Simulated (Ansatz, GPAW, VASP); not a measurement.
**Be: 4 runs at one level of theory**

```
Be
1.0
     2.28530    0.00000    0.00000
    -1.14265    1.97913    0.00000
     0.00000    0.00000    3.58420
Be
2
Cartesian
  1.1427 0.6597 2.6882
  0.0000 1.3194 0.8961
```

Alike in all runs: task single point; functional RPBE; k mesh 13 × 13 × 8; occupations gaussian, width 0.02 eV; no spin polarisation; no spin-orbit coupling. Pressure is positive in compression and, in plane waves, holds the error of the finite cutoff, which Ansatz's Pulay term estimates and takes out.

```tsv
program and potentials	plane-wave cutoff (eV)	notes	pressure (GPa)
Ansatz, Ansatz PAW	420	potentials made for PBE, which Ansatz adapts in part; Pulay term of +0.05 GPa included	0.21
VASP, PBE PAW files Be, 520 eV	520	potentials made for PBE	0.24
GPAW, the program's PAW data sets (release 1.2.1) made for this functional	800	-	1.94
Ansatz, all-electron LAPW, scalar-relativistic	-	-	?
```

Task: Estimate from the other rows what the run with Ansatz, all-electron LAPW, scalar-relativistic gave.

Result: Pressure 0.22 GPa. The other rows, which needn't bracket it: pressure 0.21 to 1.94.
